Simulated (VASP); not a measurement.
# ZrN (Fm-3m) in VASP: optical spectrum with PBE

Aim: the optical spectrum of ZrN with PBE.

Program: VASP 6.6.1. These are calculated values, not measurements. Logs are shortened: lines on timing, memory, paths and dates and some standing lists are left out, and cuts for length are marked.

## Step 1: The crystal as given

It takes space group Fm-3m (No. 225, cubic). Conventional cell: a = 4.575 Å, b = 4.575 Å, c = 4.575 Å, α = 90.00°, β = 90.00°, γ = 90.00°. Around Zr (site symmetry m-3m) lie 6 N at 2.29 Å. N (site symmetry m-3m) is surrounded by 6 Zr at 2.29 Å.

The cell was built by a generator and isn't the measured one.

## Step 2: Optical spectrum, PBE, non-collinear spin, zero start, spin-orbit coupling

Contents of INCAR:

```
ALGO     = Normal         # electronic algorithm
CSHIFT   = 0.05         
EDIFF    = 1E-6           # SCF threshold, eV
ENCUT    = 520            # plane-wave cutoff, eV
GGA      = PE             # functional
GGA_COMPAT= False        
ISIF     = 2              # what is computed and relaxed
ISMEAR   = -1             # smearing method
LASPH    = True           # aspherical terms in the spheres
LCHARG   = False          # write CHGCAR
LMAXMIX  = 4              # l up to which the mixer works
LNONCOLLINEAR= True           # non-collinear magnetism
LOPTICS  = True           # frequency-dependent dielectric function
LORBIT   = 11             # projections on sites
LREAL    = False          # projectors in reciprocal space
LSORBIT  = True           # spin-orbit coupling
LWAVE    = False          # write WAVECAR
MAGMOM   = 0 0 0 0 0 0    # initial moments
NBANDS   = 81             # bands
NEDOS    = 2000           # points of the DOS
NELM     = 60             # most SCF steps
PREC     = Accurate       # precision mode
SIGMA    = 0.05           # smearing width, eV
```

Contents of KPOINTS:

```
k-points
0
Gamma
  16 16 16
```

Contents of POSCAR:

```
ZrN
1.0
    0.0000000000      2.2875000000      2.2875000000
    2.2875000000      0.0000000000      2.2875000000
    2.2875000000      2.2875000000      0.0000000000
Zr N
1 1
Direct
    0.0000000000      0.0000000000      0.0000000000
    0.5000000000      0.5000000000      0.5000000000
```

Potentials or basis: VASP PAW PBE potentials, release 64 (Zr_sv, N).

Run with:

```bash
> cat potpaw_PBE.64/Zr_sv/POTCAR potpaw_PBE.64/N/POTCAR > POTCAR
> mpirun -np 1 vasp_ncl > vasp.out
```

OUTCAR:

```text
EDIFF = 1E-6
   ENCUT = 520
   GGA = PE
   ISIF = 2
   ISMEAR = -1
   LASPH = True
   LNONCOLLINEAR = True
   LORBIT = 11
   LREAL = False
   LSORBIT = True
   NELM = 60
   PREC = Accurate

 ion  position               nearest neighbor table
   1  0.000  0.000  0.000-   2 2.29   2 2.29   2 2.29   2 2.29   2 2.29   2 2.29
   2  0.500  0.500  0.500-   1 2.29   1 2.29   1 2.29   1 2.29   1 2.29   1 2.29

  LATTYP: Found a face centered cubic cell.
 ALAT       =     4.5750000000

  Lattice vectors:

 A1 = (   0.0000000000,   2.2875000000,   2.2875000000)
 A2 = (   2.2875000000,   0.0000000000,   2.2875000000)
 A3 = (   2.2875000000,   2.2875000000,   0.0000000000)

Analysis of symmetry for initial positions (statically):
=====================================================================
 Subroutine PRICEL returns:
 Original cell was already a primitive cell.

 Routine SETGRP: Setting up the symmetry group for a
 face centered cubic supercell.

 Subroutine GETGRP returns: Found 48 space group operations
 (whereof 48 operations were pure point group operations)
 out of a pool of 48 trial point group operations.

The static configuration has the point symmetry O_h .

Analysis of symmetry for dynamics (positions and initial velocities):
=====================================================================
 Subroutine PRICEL returns:
 Original cell was already a primitive cell.

 Routine SETGRP: Setting up the symmetry group for a
 face centered cubic supercell.

 Subroutine GETGRP returns: Found 48 space group operations
 (whereof 48 operations were pure point group operations)
 out of a pool of 48 trial point group operations.

The dynamic configuration has the point symmetry O_h .

Analysis of structural, dynamic, and magnetic symmetry:
=====================================================================
 Subroutine PRICEL returns:
 Original cell was already a primitive cell.

 Routine SETGRP: Setting up the symmetry group for a
 face centered cubic supercell.

 Subroutine GETGRP returns: Found 48 space group operations
 (whereof 48 operations were pure point group operations)
 out of a pool of 48 trial point group operations.

The overall configuration has the point symmetry O_h .

 Subroutine INISYM returns: Found 48 space group operations
 (whereof 48 operations are pure point group operations),
 and found     1 'primitive' translations

----------------------------------------------------------------------------------------

                                     Primitive cell

  volume of cell :      23.9394

  direct lattice vectors                    reciprocal lattice vectors
     0.000000000  2.287500000  2.287500000    -0.218579235  0.218579235  0.218579235
     2.287500000  0.000000000  2.287500000     0.218579235 -0.218579235  0.218579235
     2.287500000  2.287500000  0.000000000     0.218579235  0.218579235 -0.218579235

  length of vectors
     3.235013524  3.235013524  3.235013524     0.378590340  0.378590340  0.378590340

  position of ions in fractional coordinates (direct lattice)
     0.000000000  0.000000000  0.000000000
     0.500000000  0.500000000  0.500000000

  ion indices of the primitive-cell ions
   primitive index   ion index
                 1           1
                 2           2

----------------------------------------------------------------------------------------

 KPOINTS: k-points

Automatic generation of k-mesh.
[... 901 lines left out ...]
  -------------------------------------------------------------------------------------
  Total        0.5341357      0.5341357      0.5341357      0.0000000      0.0000000      0.0000000
  in kB       35.7477618     35.7477618     35.7477618      0.0000000      0.0000000      0.0000000
  external PRESSURE =      35.7477618 kB  Pullay stress =       0.0000000 kB

 VOLUME and BASIS-vectors are now :
 -----------------------------------------------------------------------------
  energy-cutoff  :      520.00
  volume of cell :       23.94
      direct lattice vectors                 reciprocal lattice vectors
     0.000000000  2.287500000  2.287500000    -0.218579235  0.218579235  0.218579235
     2.287500000  0.000000000  2.287500000     0.218579235 -0.218579235  0.218579235
     2.287500000  2.287500000  0.000000000     0.218579235  0.218579235 -0.218579235

 POSITION                                       TOTAL-FORCE (eV/Angst)
 -----------------------------------------------------------------------------------
      0.00000      0.00000      0.00000        -0.000000     -0.000000     -0.000000
      2.28750      2.28750      2.28750         0.000000      0.000000      0.000000
 -----------------------------------------------------------------------------------
    total drift:                               -0.000000     -0.000000     -0.000000

  FREE ENERGIE OF THE ION-ELECTRON SYSTEM (eV)
  ---------------------------------------------------
  free  energy   TOTEN  =       -20.4385114750 eV

  energy  without entropy=      -20.4328733061  energy(sigma->0) =      -20.43569239

 electrical conductivity sigma (Mega S m-1) (frequency dependency in vasprun.xml)
  --------------------------------------------------------------------------------------
         NaN         NaN         NaN
         NaN         NaN         NaN
         NaN         NaN         NaN

  frequency dependent IMAGINARY DIELECTRIC FUNCTION (independent particle, no local field effects) density-density
     E(ev)      X         Y         Z        XY        YZ        ZX
  --------------------------------------------------------------------------------------------------------------
     0.00000     0.00004     0.00004     0.00004    -0.00000     0.00000    -0.00000
     1.30150     0.72938     0.72938     0.72938    -0.00000     0.00000    -0.00000
     2.60301     0.42054     0.42054     0.42054    -0.00000     0.00000    -0.00000
     3.90451     1.06843     1.06843     1.06843     0.00000    -0.00000     0.00000
     5.20601     9.08367     9.08367     9.08367    -0.00000     0.00000    -0.00000
     6.50752     8.95012     8.95012     8.95012    -0.00000    -0.00000     0.00000
[... 92 lines left out ...]
   127.54733     0.00000     0.00000     0.00000    -0.00000     0.00000    -0.00000
   128.84883     0.00000     0.00000     0.00000    -0.00000     0.00000    -0.00000

  frequency dependent      REAL DIELECTRIC FUNCTION (independent particle, no local field effects) density-density
     E(ev)        X           Y           Z          XY          YZ          ZX
  --------------------------------------------------------------------------------------------------------------
     0.00000   642.73494   642.73494   642.73494    -0.00000    -0.00000    -0.00000
     1.30150     1.12665     1.12665     1.12665    -0.00000     0.00000     0.00000
     2.60301     6.38084     6.38084     6.38084    -0.00000     0.00000     0.00000
     3.90451     8.74746     8.74746     8.74746    -0.00000     0.00000     0.00000
     5.20601     8.90408     8.90408     8.90408    -0.00000    -0.00000     0.00000
     6.50752     3.91070     3.91070     3.91070    -0.00000    -0.00000    -0.00000
[... 92 lines left out ...]
   127.54733     0.94895     0.94895     0.94895    -0.00000    -0.00000     0.00000
   128.84883     0.95004     0.95004     0.95004    -0.00000    -0.00000     0.00000

  frequency dependent IMAGINARY DIELECTRIC FUNCTION (independent particle, no local field effects) current-current
     E(ev)      X         Y         Z        XY        YZ        ZX
  --------------------------------------------------------------------------------------------------------------
     0.00000   606.90081   606.90081   606.90081     0.00000     0.00000    -0.00000
     1.30150     0.71034     0.71034     0.71034     0.00000     0.00000    -0.00000
     2.60301     0.42234     0.42234     0.42234     0.00000    -0.00000    -0.00000
     3.90451     1.07380     1.07380     1.07380    -0.00000     0.00000    -0.00000
     5.20601     9.10182     9.10182     9.10182     0.00000    -0.00000    -0.00000
     6.50752     8.90591     8.90591     8.90591    -0.00000    -0.00000    -0.00000
[... 92 lines left out ...]
   127.54733    -0.00000    -0.00000    -0.00000    -0.00000    -0.00000    -0.00000
   128.84883    -0.00000    -0.00000    -0.00000    -0.00000    -0.00000    -0.00000

  frequency dependent      REAL DIELECTRIC FUNCTION (independent particle, no local field effects) current-current
     E(ev)        X           Y           Z          XY          YZ          ZX
  --------------------------------------------------------------------------------------------------------------
     0.00000  -134.37433  -134.37433  -134.37433    -0.00000    -0.00000     0.00000
     1.30150     5.87945     5.87945     5.87945    -0.00000    -0.00000    -0.00000
     2.60301     7.56360     7.56360     7.56360    -0.00000    -0.00000    -0.00000
     3.90451     9.26453     9.26453     9.26453    -0.00000    -0.00000    -0.00000
     5.20601     9.00668     9.00668     9.00668     0.00000     0.00000    -0.00000
     6.50752     3.95434     3.95434     3.95434    -0.00000    -0.00000    -0.00000
[... 92 lines left out ...]
   127.54733     0.94944     0.94944     0.94944    -0.00000    -0.00000     0.00000
   128.84883     0.95052     0.95052     0.95052    -0.00000    -0.00000     0.00000

 Spin-Orbit-Coupling matrix elements

 Ion:    1  E_soc:     -0.1371223
 l=   1
     0.0000000    -0.0222598    -0.0222598
    -0.0222598     0.0000000    -0.0222598
    -0.0222598    -0.0222598     0.0000000
 l=   2
     0.0000000    -0.0001765     0.0000000    -0.0001765    -0.0004175
    -0.0001765     0.0000000    -0.0003131    -0.0001765    -0.0001044
     0.0000000    -0.0003131     0.0000000    -0.0003131     0.0000000
    -0.0001765    -0.0001765    -0.0003131     0.0000000    -0.0001044
    -0.0004175    -0.0001044     0.0000000    -0.0001044     0.0000000
 l=   3
     0.0000000     0.0000000     0.0000000     0.0000000     0.0000000     0.0000000     0.0000000
     0.0000000     0.0000000     0.0000000     0.0000000     0.0000000     0.0000000     0.0000000
     0.0000000     0.0000000     0.0000000     0.0000000     0.0000000     0.0000000     0.0000000
     0.0000000     0.0000000     0.0000000     0.0000000     0.0000000     0.0000000     0.0000000
     0.0000000     0.0000000     0.0000000     0.0000000     0.0000000     0.0000000     0.0000000
     0.0000000     0.0000000     0.0000000     0.0000000     0.0000000     0.0000000     0.0000000
     0.0000000     0.0000000     0.0000000     0.0000000     0.0000000     0.0000000     0.0000000

 Ion:    2  E_soc:     -0.0001647
 l=   1
     0.0000000    -0.0000275    -0.0000275
    -0.0000275     0.0000000    -0.0000275
    -0.0000275    -0.0000275     0.0000000
 l=   2
     0.0000000     0.0000000     0.0000000     0.0000000     0.0000000
     0.0000000     0.0000000     0.0000000     0.0000000     0.0000000
     0.0000000     0.0000000     0.0000000     0.0000000     0.0000000
     0.0000000     0.0000000     0.0000000     0.0000000     0.0000000
     0.0000000     0.0000000     0.0000000     0.0000000     0.0000000
 l=   3
     0.0000000     0.0000000     0.0000000     0.0000000     0.0000000     0.0000000     0.0000000
     0.0000000     0.0000000     0.0000000     0.0000000     0.0000000     0.0000000     0.0000000
     0.0000000     0.0000000     0.0000000     0.0000000     0.0000000     0.0000000     0.0000000
     0.0000000     0.0000000     0.0000000     0.0000000     0.0000000     0.0000000     0.0000000
     0.0000000     0.0000000     0.0000000     0.0000000     0.0000000     0.0000000     0.0000000
     0.0000000     0.0000000     0.0000000     0.0000000     0.0000000     0.0000000     0.0000000
     0.0000000     0.0000000     0.0000000     0.0000000     0.0000000     0.0000000     0.0000000

 total charge

# of ion       s       p       d       tot
------------------------------------------
    1        2.162   6.033   1.680   9.875
    2        1.243   2.479   0.000   3.722
--------------------------------------------------
tot          3.404   8.513   1.680  13.597

 magnetization (x)

# of ion       s       p       d       tot
------------------------------------------
    1       -0.000   0.000   0.000  -0.000
    2        0.000   0.000   0.000   0.000
--------------------------------------------------
tot         -0.000   0.000   0.000   0.000

 magnetization (y)

# of ion       s       p       d       tot
------------------------------------------
    1       -0.000   0.000  -0.000  -0.000
    2       -0.000   0.000   0.000   0.000
--------------------------------------------------
tot         -0.000   0.000  -0.000  -0.000

 magnetization (z)

# of ion       s       p       d       tot
------------------------------------------
    1       -0.000  -0.000   0.000  -0.000
    2       -0.000  -0.000   0.000  -0.000
--------------------------------------------------
tot         -0.000  -0.000   0.000  -0.000
```

Run time: 9.4 min. Hardware: 1 thread of Intel Xeon Platinum 8375C at 2.90GHz (Ice Lake), shared host; peak memory 0.75 GiB.

Results:

- Free energy: -20.4385 eV
- Pressure: 3.6 GPa
- Net moment: 0.00 μB per cell
- Valence electrons inside the program's atomic spheres: Zr 9.88; N 3.72

Dielectric function (mean over the directions given):
```csv
energy (eV),real part,imaginary part
0.26,-120.92,88.84
0.72,-13.25,0.20
1.24,0.55,0.92
1.76,3.65,0.19
2.28,5.59,0.36
2.73,6.71,0.57
3.25,7.64,1.00
3.77,8.09,0.93
4.29,9.78,3.66
4.75,10.10,4.61
5.27,8.06,8.38
5.79,6.47,9.67
6.31,5.25,8.34
6.83,5.10,9.26
7.29,2.33,8.17
7.81,1.79,10.64
8.33,1.83,8.75
8.85,0.30,9.09
9.31,-0.65,7.95
9.83,-3.37,7.66
10.35,-3.60,4.13
10.87,-2.64,4.49
11.32,-3.13,2.48
11.84,-2.12,1.30
12.36,-1.31,1.27
12.88,-0.89,0.62
13.41,-0.26,0.74
13.86,0.07,0.85
14.38,0.35,0.94
14.90,0.59,1.12
15.42,0.58,1.03
15.88,0.75,1.33
16.40,0.66,1.93
16.92,0.29,1.67
17.44,0.20,1.81
17.90,0.11,1.55
18.42,-0.01,1.44
18.94,0.15,1.24
19.46,-0.01,1.24
19.98,0.05,1.06
```

Moments on the atoms (μB; x, y, z):
```
Zr  0.00 0.00 0.00
N   0.00 0.00 0.00
```

Caveat: independent-particle spectra lack excitons.
